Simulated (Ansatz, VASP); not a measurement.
CsPbBr3 in VASP and in Ansatz

```xyz
5
Lattice="5.6883 0.0000 0.0000 0.0000 5.6883 0.0000 0.0000 0.0000 5.6883" Properties=species:S:1:pos:R:3 pbc="T T T"
Cs    0.0000    0.0000    0.0000
Pb    2.8442    2.8442    2.8442
Br    0.0000    2.8442    2.8442
Br    2.8442    0.0000    2.8442
Br    2.8442    2.8442    0.0000
```

Alike in both runs: task single point; functional PBEsol; k mesh 6 × 6 × 6; occupations gaussian, width 0.02 eV; no spin polarisation.

|  | VASP | Ansatz |
| --- | --- | --- |
| version | VASP 6.6.1 | Ansatz 0.2.0 |
| potentials or method | VASP PAW PBE potentials, release 64 (Cs_sv, Pb_d, Br) | scalar-relativistic, plane waves, PAW |
| plane-wave cutoff (eV) | 520 | 420 |
| valence electrons in the cell | 44 | 44 |

|  | VASP | Ansatz | Ansatz less VASP |
| --- | --- | --- | --- |
| gap on the k mesh at the Fermi level (eV) | 0.98 | 0.98 | -0.001 |
| least direct gap on the mesh (eV) | 0.98 | 0.98 | -0.001 |
| pressure (GPa) | 2.6 | 2.6 | 0.00 |

Caveats: the PAW data sets were made with another functional, which shifts forces and pressure a little (VASP); spin-orbit coupling is left out, which as a rule narrows the gap of such compounds by several tenths of an eV. A k mesh can miss the band edges.
